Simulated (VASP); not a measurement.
## A VASP 6.6.1 single-point calculation on LiH

INCAR

```
PREC = Accurate
LASPH = .TRUE.
LDAU = .TRUE.
LWAVE = .FALSE.
LREAL = .FALSE.
NELM = 70
ENCUT = 520
NSW = 0
GGA = PE
LDAUL = 2 2 2
SIGMA = 0.02
LDAUTYPE = 2
ISIF = 2
IBRION = -1
NBANDS = 9
ISMEAR = -1
LCHARG = .FALSE.
LDAUU = 4 4 4
EDIFF = 1E-7
```

KPOINTS

```
KPOINTS created by Atomic Simulation Environment
0
Gamma
8 8 8
0 0 0
```

POSCAR

```
Li H
 1.0000000000000000
    -0.0028000000000000    2.0501000000000000    2.0228000000000002
     2.1105000000000000   -0.0406000000000000    2.0606000000000000
     2.1770999999999998    2.1545000000000001   -0.1071000000000000
 Li  H
   1   1
Cartesian
  0.0473446400000000  0.0435738700000000  0.0285381600000000
  1.0677846300000000  1.1054344400000002  0.9310598200000001
```

The recommended PBE PAW datasets give the neutral cell 4 valence electrons.

Command

```
mpirun -np 1 vasp_std
```

OSZICAR

```
N       E                     dE             d eps       ncg     rms          rms(c)
DAV:   1    -0.858957927703E+00   -0.85896E+00   -0.14557E+03  4704   0.406E+02
DAV:   2    -0.624652260063E+01   -0.53876E+01   -0.53588E+01  6577   0.574E+01
DAV:   3    -0.634777060409E+01   -0.10125E+00   -0.10120E+00  5561   0.678E+00
DAV:   4    -0.634875200994E+01   -0.98141E-03   -0.98132E-03  6341   0.556E-01
DAV:   5    -0.634875869069E+01   -0.66808E-05   -0.66806E-05  5516   0.336E-02    0.335E+00
DAV:   6    -0.607138644047E+01    0.27737E+00   -0.26144E-01  4947   0.146E+00    0.164E+00
DAV:   7    -0.599227732277E+01    0.79109E-01   -0.29791E-01  5397   0.176E+00    0.292E-01
DAV:   8    -0.599748338275E+01   -0.52061E-02   -0.11185E-02  5373   0.542E-01    0.530E-02
DAV:   9    -0.599745286601E+01    0.30517E-04   -0.24348E-04  6013   0.719E-02    0.882E-03
DAV:  10    -0.599745625743E+01   -0.33914E-05   -0.11255E-05  5781   0.229E-02    0.503E-03
DAV:  11    -0.599745593296E+01    0.32447E-06   -0.15770E-06  6558   0.364E-03    0.618E-04
DAV:  12    -0.599745605812E+01   -0.12516E-06   -0.25940E-08  3495   0.118E-03    0.314E-04
DAV:  13    -0.599745606032E+01   -0.21944E-08   -0.53866E-09  2582   0.424E-04
   1 F= -.59974561E+01 E0= -.59974561E+01  d E =-.271210E-15
```

Standard output (part)

```
POSCAR found type information on POSCAR LiH
 POSCAR found :  2 types and       2 ions
 LDA part: xc-table for (Slater+PW92), standard interpolation
 POSCAR, INCAR and KPOINTS ok, starting setup
 WAVECAR not read
 entering main loop
```

From OUTCAR

```
k-points           NKPTS =    260   k-points in BZ     NKDIM =    260   number of bands    NBANDS=      9

   NELECT =       4.0000    total number of electrons

   dimension x,y,z NGX =    24 NGY =   24 NGZ =   24
   dimension x,y,z NGXF=    48 NGYF=   48 NGZF=   48

  energy-cutoff  :      520.00
  volume of cell :       19.05
      direct lattice vectors                 reciprocal lattice vectors
    -0.002800000  2.050100000  2.022800000    -0.232826435  0.247365040  0.243338450
     2.110500000 -0.040600000  2.060600000     0.240305596 -0.231163581  0.234616034
     2.177100000  2.154500000 -0.107100000     0.226072815  0.224410160 -0.227125897

 k-points in reciprocal lattice and weights: KPOINTS created by Atomic Simulation Env
   0.00000000  0.00000000  0.00000000       0.002
   0.12500000  0.00000000 -0.00000000       0.004
   0.25000000  0.00000000 -0.00000000       0.004
   0.37500000  0.00000000 -0.00000000       0.004
   0.50000000  0.00000000 -0.00000000       0.002
  -0.00000000  0.12500000  0.00000000       0.004
   0.12500000  0.12500000 -0.00000000       0.004
   0.25000000  0.12500000 -0.00000000       0.004
   ...

 E-fermi :  -0.8857

 k-point     1 :       0.0000    0.0000    0.0000
  band No.  band energies     occupation
      1     -44.8310      2.00000
      2      -5.3218      2.00000
      3      11.4986      0.00000
      4      15.3182      0.00000
      5      16.5161      0.00000
      6      16.7881      0.00000
      7      17.3874      0.00000
      8      18.9680      0.00000
      9      19.8511      0.00000

 k-point     2 :       0.1250    0.0000   -0.0000
  band No.  band energies     occupation
      1     -44.8266      2.00000
      2      -5.0607      2.00000
      3      10.4334      0.00000
      4      14.1043      0.00000
      5      14.9270      0.00000
      6      15.7680      0.00000
      7      18.8035      0.00000
      8      20.3137      0.00000
      9      22.8501      0.00000

 k-point     3 :       0.2500    0.0000   -0.0000
  band No.  band energies     occupation
      1     -44.8159      2.00000
      2      -4.2974      2.00000
      3       7.2846      0.00000
      4      13.2847      0.00000
      5      14.2072      0.00000
      6      15.0631      0.00000
      7      19.2537      0.00000
      8      19.8477      0.00000
      9      21.3180      0.00000

 k-point     4 :       0.3750    0.0000   -0.0000
  band No.  band energies     occupation
      1     -44.8052      2.00000
      2      -3.1796      2.00000
      3       4.2754      0.00000
      4      12.9997      0.00000
      5      13.8167      0.00000
      6      14.9500      0.00000
      7      17.6850      0.00000
      8      18.4704      0.00000
      9      21.0588      0.00000

 k-point     5 :       0.5000    0.0000   -0.0000
  band No.  band energies     occupation
      1     -44.8008      2.00000
      2      -2.4584      2.00000
      3       2.8873      0.00000
      4      12.9346      0.00000
      5      13.7470      0.00000
      6      14.8699      0.00000
      7      16.9977      0.00000
      8      17.9185      0.00000
      9      21.3822      0.00000

 ...

  Total        0.1191726      0.1646036      0.1345208      0.0457781      0.4419868      0.1669454
  in kB       10.0231639     13.8441916     11.3140402      3.8502206     37.1738503     14.0411516
  external PRESSURE =      11.7271319 kB  Pullay stress =       0.0000000 kB

 POSITION                                       TOTAL-FORCE (eV/Angst)
 -----------------------------------------------------------------------------------
      0.04734      0.04357      0.02854        -0.255320     -0.070409     -0.177873
      1.06778      1.10543      0.93106         0.255320      0.070409      0.177873
 -----------------------------------------------------------------------------------
    total drift:                                0.000220     -0.000167     -0.000169

  FREE ENERGIE OF THE ION-ELECTRON SYSTEM (eV)
  ---------------------------------------------------
  free  energy   TOTEN  =        -5.9974560603 eV

  energy  without entropy=       -5.9974560603  energy(sigma->0) =       -5.99745606
```

It converged. Results: gap between bands v and c on the k mesh 3.87 eV; least direct gap on the k mesh 4.83 eV; pressure 1.2 GPa; largest force 0.32 eV/Å. Band v is the last that the valence electrons fill when counted band by band, and c is the next.

One setting is odd (wrong count of Hubbard values), but here it hardly changes the result.

On sound settings PBE gives a gap of 3.87 eV on its mesh and a pressure of 1.2 GPa for the intended cell. This run's energy (σ→0) differs from it by 0 meV an atom.

The run took about 12 s on one core of a shared host (Intel Xeon 6975P-C) and held 0.16 GiB at most.
